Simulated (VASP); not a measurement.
Input of a VASP 6.6.1 run:

INCAR

```
SYSTEM = Li
ALGO     = Normal         ! electronic algorithm
EDIFF    = 1E-7           ! SCF threshold, eV
ENCUT    = 520            ! plane-wave cutoff, eV
GGA      = PE             ! functional
ISIF     = 2              ! what is computed and relaxed
ISMEAR   = 0              ! smearing method
IVDW     = 12             ! dispersion correction
LASPH    = .True.         ! aspherical terms in the spheres
LCHARG   = .False.        ! write CHGCAR
LREAL    = .False.        ! projectors in reciprocal space
LWAVE    = .False.        ! write WAVECAR
NBANDS   = 14             ! bands
NELM     = 100            ! most SCF steps
PREC     = Accurate       ! precision mode
SIGMA    = 0.15           ! smearing width, eV
```

The input KPOINTS:

```
k-points
0
Gamma
  8 8 8
  0 0 0
```

File POSCAR:

```
Li
1.0
    4.1769653562      0.0000000000      0.0000000000
    0.0000000000     -4.1769653562      0.0000000000
    0.0000000000      0.0000000000     -4.1769653562
Li
4
Direct
    0.0000000000      0.5000000000      0.5000000000
    0.5000000000      0.0000000000      0.5000000000
    0.5000000000      0.5000000000      0.0000000000
    0.0000000000      0.0000000000      0.0000000000
```

Potentials or basis: VASP PAW PBE potentials, release 64 (Li_sv).

Run with:

```console
$ cat potpaw_PBE.64/Li_sv/POTCAR > POTCAR
$ mpirun -np 1 vasp_std > vasp.out
```

(1) Predict the dispersion energy per atom.

(2) Estimate the band gap on the k mesh.

Results:

(1) -0.188 eV.

(2) none (metal or under the smearing width).
